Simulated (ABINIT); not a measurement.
# BaO (Fm-3m): G0W0 in ABINIT against the screening cutoff in the self-energy

Aim: move the screening cutoff in the self-energy of a G0W0 run on BaO (Fm-3m) over a wide range.

Method: LDA and many-body steps on it, plane waves, in ABINIT 10.8.3.

Report form: the programs' logs are mostly left out.

The database entry behind the starting cell differs from later determinations by our own check (about 0.7 % short), so it need not match the best structure at ambient conditions.

### Step 1. The structure

Symmetry: Fm-3m, No. 225, cubic system. Conventional cell: a = 5.500 Å, b = 5.500 Å, c = 5.500 Å, α = 90.00°, β = 90.00°, γ = 90.00°. Nearest to Ba lie 6 O at 2.75 Å. Nearest to O lie 6 Ba at 2.75 Å. Farther neighbours and most contacts between anions are not listed.

The cell and positions come from the Crystallography Open Database and are kept as given unless a step says otherwise. Spin-orbit coupling is left out unless a step names it.

### Step 2. Screening, 4×4×4 mesh, 102 bands, screening to 176.9 eV

This step: ABINIT 10.8.3; RPA screening on LDA, plane waves, norm-conserving pseudopotentials.

The RPA dielectric matrix is built and inverted for each q.

run.abi reads:

```
acell 3*1.0 Angstrom
rprim 
  -0.000000000000 2.750000000000 2.750000000000
  2.750000000000 -0.000000000000 2.750000000000
  2.750000000000 2.750000000000 -0.000000000000
ntypat 2
znucl 56 8
natom 2
typat 1 2
xred 
  0.000000000000 0.000000000000 0.000000000000
  0.500000000000 0.500000000000 0.500000000000
pp_dirpath "pseudos"
pseudos "Ba.upf, O.upf"
ecut 36
ngkpt 4 4 4
nshiftk 1
shiftk 0 0 0
kptopt 1
chksymbreak 0
istwfk *1
occopt 1
irdwfk 1
optdriver 3
nband 102
ecuteps 6.5
inclvkb 2
awtr 1
symchi 1
indata_prefix "in"
outdata_prefix "out"
tmpdata_prefix "tmp"
```

Run with:

```sh
$ OMP_NUM_THREADS=1 mpirun -n 4 abinit run.abi > log
```

It took 16 s on 4 MPI ranks of Arm Neoverse V2, shared host; peak memory 0.81 GiB; 65 s of CPU time.

Numbers from this step:

```
ε∞ with local fields, on this mesh, along the program's q direction : 4.340
the same without local fields                                       : 4.830
plasma frequency                                                    : 23.03 eV
plane waves in the screening matrix                                 : 229
```

Local fields lower ε∞ by 10 %. On a Γ-centred mesh this coarse the value itself is usually too large, while a short band sum pulls it down.

### Step 3. 0.7 Ha

This step: G0W0 on LDA, plane waves, norm-conserving pseudopotentials.

run.abi, as its differences from that of step 2:

```diff
@@ -23,8 +23,17 @@
 irdwfk 1
-optdriver 3
+optdriver 4
 nband 102
-ecuteps 6.5
-inclvkb 2
-awtr 1
-symchi 1
+gwcalctyp 0
+ecutsigx 36
+symsigma 1
+nkptgw 2
+kptgw 
+  0.5000000000 0.5000000000 0.0000000000
+  0.0000000000 0.0000000000 0.0000000000
+bdgw 
+  6 10
+  6 12
+ecuteps 0.7
+irdscr 1
+ppmodel 1
 indata_prefix "in"
```

It took 2.7 s on 4 MPI ranks; peak memory 0.15 GiB; 11 s of CPU time.

This step gave:

- G0W0 gap on the points computed: 4.238 eV
- starting gap on the mesh: 1.801 eV
- k of the valence top: 0.5, 0.5, 0
- k of the conduction bottom: 0.5, 0.5, 0
- Z at the valence top: 0.84
- Z at the conduction bottom: 0.86
- least direct G0W0 gap on the computed points: 4.238 eV

### Step 4. 1.3 Ha

run.abi, as its differences from that of step 3:

```diff
@@ -35,3 +35,3 @@
   6 12
-ecuteps 0.7
+ecuteps 1.3
 irdscr 1
```

It took 2.7 s on 4 MPI ranks; peak memory 0.15 GiB.

Numbers from this step:

* G0W0 gap on the points computed: 3.699 eV
* starting gap on the mesh: 1.801 eV
* k of the valence top: 0.5, 0.5, 0
* k of the conduction bottom: 0.5, 0.5, 0
* Z at the valence top: 0.818
* Z at the conduction bottom: 0.85
* least direct G0W0 gap on the computed points: 3.699 eV

### Step 5. 2.3 Ha

The self-energy is evaluated for the states that the input lists, and the levels follow from it, in one-shot runs by the linearised quasiparticle equation.

run.abi, as its differences from that of step 4:

```diff
@@ -35,3 +35,3 @@
   6 12
-ecuteps 1.3
+ecuteps 2.3
 irdscr 1
```

Wall time 3 s (4 MPI ranks); peak memory 0.15 GiB.

Numbers from this step:

```yaml
g0w0_gap_on_the_points_computed: 3.21 eV
starting_gap_on_the_mesh: 1.801 eV
k_of_the_valence_top: 0.5, 0.5, 0
k_of_the_conduction_bottom: 0.5, 0.5, 0
least_direct_g0w0_gap_on_the_computed_points: 3.21 eV
```

The gap on the mesh goes from 1.80 eV to 3.21 eV, a correction of +1.41 eV.

### Step 6. 3.2 Ha

run.abi, as its differences from that of step 5:

```diff
@@ -35,3 +35,3 @@
   6 12
-ecuteps 2.3
+ecuteps 3.2
 irdscr 1
```

The job ended after 3.1 s (4 MPI ranks; peak memory 0.43 GiB).

Numbers from this step:

```
G0W0 gap on the points computed              : 3.206 eV
starting gap on the mesh                     : 1.801 eV
k of the valence top                         : 0.5, 0.5, 0
k of the conduction bottom                   : 0.5, 0.5, 0
least direct G0W0 gap on the computed points : 3.206 eV
```

Against the run before, the gap moves by −0.004 eV.

### Step 7. 4.9 Ha

run.abi, as its differences from that of step 6:

```diff
@@ -35,3 +35,3 @@
   6 12
-ecuteps 3.2
+ecuteps 4.9
 irdscr 1
```

Elapsed: 5 s, on 4 MPI ranks; peak memory 0.58 GiB; 20 s of CPU time.

This step gave:

```
G0W0 gap on the points computed              : 3.185 eV
starting gap on the mesh                     : 1.801 eV
k of the valence top                         : 0.5, 0.5, 0
k of the conduction bottom                   : 0.5, 0.5, 0
least direct G0W0 gap on the computed points : 3.185 eV
```

Against the run before, the gap moves by −0.021 eV.

### Step 8. 6.5 Ha

run.abi, as its differences from that of step 7:

```diff
@@ -35,3 +35,3 @@
   6 12
-ecuteps 4.9
+ecuteps 6.5
 irdscr 1
```

It took 9.1 s on 4 MPI ranks; peak memory 0.84 GiB.

Numbers from this step:

```
G0W0 gap on the points computed              : 3.174 eV
starting gap on the mesh                     : 1.801 eV
k of the valence top                         : 0.5, 0.5, 0
k of the conduction bottom                   : 0.5, 0.5, 0
least direct G0W0 gap on the computed points : 3.174 eV
```

Against the run before, the gap moves by −0.011 eV.

### Step 9. The runs together

Times are wall times on 4 MPI ranks of Arm Neoverse V2, shared host, good to a factor of about two. A run's time includes the screening step that it read.

```csv
run,mesh,bands,screening cutoff (eV),DFT gap (eV),gap on the mesh (eV),direct (eV),ε∞ used,time
0.7 Ha,4×4×4,102,19,1.801,4.238,4.238,4.34,19 s
1.3 Ha,4×4×4,102,35.4,1.801,3.699,3.699,4.34,19 s
2.3 Ha,4×4×4,102,62.6,1.801,3.210,3.210,4.34,19 s
3.2 Ha,4×4×4,102,87.1,1.801,3.206,3.206,4.34,19 s
4.9 Ha,4×4×4,102,133.3,1.801,3.185,3.185,4.34,21 s
6.5 Ha,4×4×4,102,176.9,1.801,3.174,3.174,4.34,25 s
```

### Step 10. What came out

| Item | Value |
| --- | --- |
| 0.7 Ha | 4.238 eV |
| 1.3 Ha | 3.699 eV |
| 2.3 Ha | 3.210 eV |
| 3.2 Ha | 3.206 eV |
| 4.9 Ha | 3.185 eV |
| 6.5 Ha | 3.174 eV |
| known limits | not at the basis limit; no spin-orbit coupling; coarse k mesh |

What this shows: The setting moved: screening cutoff in the self-energy. From 0.7 Ha to 6.5 Ha the gap moves by −1.06 eV. The last step still moves it by −0.011 eV. Bands and screening cutoff are coupled, so a series along one setting does not show full convergence. Bands and cutoff are finite, so the gap is not at the basis limit. The miss can reach some tenths of an eV and take either sign; the mesh is an error of its own. In the G0W0 runs levels were corrected at 2 k points alone, so a gap called «on the mesh» is the least over those, and an edge elsewhere would be missed. The 4×4×4 mesh is coarse for this cell, which bears on the long-range parts of exchange and screening. The many-body steps are scalar-relativistic: spin-orbit coupling is not in them.

[Paths, hosts, dates, memory and timing lines, banners, echoed tables and standing remarks are left out of the program output.]

[Logs are printed without paths, hosts, clocks, repeated set-up lines and the standing remarks that a program may print on its own settings, such as how far it seeks lower states.]

[Runs of the session that timed out or met a known fault of the program may be left out.]

[Hosts, paths, dates, database ids (printed as entryN), source tags and the programs' standing remarks are cut or masked in the printed files.]

[G0W0 gaps are taken among the corrected bands and points alone; a level outside them can change the order at an edge.]

[Where Ansatz stands beside ABINIT at settings called matched, ABINIT's density can come from a denser mesh and the files from another edition; pairs whose starting gaps differed by over 0.03 eV were left out, so agreement reads better than it is.]
